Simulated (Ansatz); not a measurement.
# Au: strong compression

Aim: compress Au (hcp type) step by step, far beyond the usual range, and follow pressure and electronic structure. The runs shown use PAW.

Program: Ansatz 0.2.0. Level of theory: DFT, PBE, PAW with Ansatz's default frozen-core files, scalar-relativistic. These are calculated values, not measurements.

1 further run of the same task is left out (it didn't finish).

## (1) The structure to begin with

It takes space group P6_3/mmc (No. 194, hexagonal). The conventional cell has a = 2.947 Å, b = 2.947 Å, c = 4.774 Å, α = 90.00°, β = 90.00°, γ = 120.00°. Au (site symmetry -6m2) is surrounded by 12 Au at 2.93 to 2.95 Å.

Structure file:

```xyz
2
Lattice="2.9470 0.0000 0.0000 -1.4735 2.5521 0.0000 0.0000 0.0000 4.7741" Properties=species:S:1:pos:R:3 pbc="T T T"
Au    0.0000    1.7014    1.1935
Au    1.4735    0.8507    3.5806
```

Whether this phase is the stable one at these pressures isn't tested.

Atoms are numbered in the order of the input: Au1, Au2.

## (2) Cell relaxed at zero pressure, PAW

The input, input.yaml:

```yaml
crystal:
  lattice:
    - [2.9469569625, 0.0, 0.0]
    - [-1.4734784812, 2.5521395934, 0.0]
    - [0.0, 0.0, 4.7740702792]
  atoms:
    - { symbol: Au, position: [0.3333333333, 0.6666666667, 0.25] }
    - { symbol: Au, position: [0.6666666667, 0.3333333333, 0.75] }
kpoints:
  mp_grid: { grid: [15, 15, 8] }
scf:
  occupations: { method: fermi_dirac, width: 0.08 }
hamiltonian:
  xc: pbe
  pseudopotentials: { kind: paw }
output:
  forces: true
  stress: true
relax:
  f_tol: 0.005
  max_steps: 40
  cell: {}
```

The run is started by

```bash
> ansatz run input.yaml --threads 1 --pin off --max-ram 2048MiB --backend cpu --events-out ev --progress --plain --runs-dir out
```

The runs that follow: Volume scaled by 1, PAW; Shape and atoms relaxed at 0.95 of the volume, PAW; Volume scaled by 0.95, PAW; Shape and atoms relaxed at 0.85 of the volume, PAW; Volume scaled by 0.85, PAW; Shape and atoms relaxed at 0.75 of the volume, PAW; Volume scaled by 0.75, PAW; Shape and atoms relaxed at 0.65 of the volume, PAW; Volume scaled by 0.65, PAW; Shape and atoms relaxed at 0.55 of the volume, PAW; Volume scaled by 0.55, PAW; Shape and atoms relaxed at 0.45 of the volume, PAW; Volume scaled by 0.45, PAW; Shape and atoms relaxed at 0.4 of the volume, PAW; Volume scaled by 0.4, PAW; Volume scaled by 0.4, PAW (cutoff 1000 eV).

**Question.** What will these runs give? Wanted: PAW pressure at 0.4 of the volume; fitted bulk modulus at zero pressure.

As calculated:

| quantity | value |
| --- | --- |
| PAW pressure at 0.4 of the volume | 1507.8 GPa |
| PAW (cutoff 1000 eV) pressure at 0.4 of the volume | 1507.3 GPa |
| fitted bulk modulus at zero pressure (PAW) | 156 GPa |
| its pressure derivative | 5.12 |

**Reading.** At 0.4 of the starting volume PAW gives 1508 GPa. A third-order Birch-Murnaghan curve fits the range only roughly (B₀ = 156 GPa, B′ = 5.12, misfit at most 22.78 GPa). A fit over so wide a range leans to the high pressures, so B₀ can be off by several per cent. No all-electron run checks these rows here, and frozen cores can fail under such compression. The ions are at rest, and the electrons smeared by 0.08 eV. Spin-orbit coupling is left out, though the cell holds Au; in elements this heavy it can shift bands and gaps by tenths of an eV.
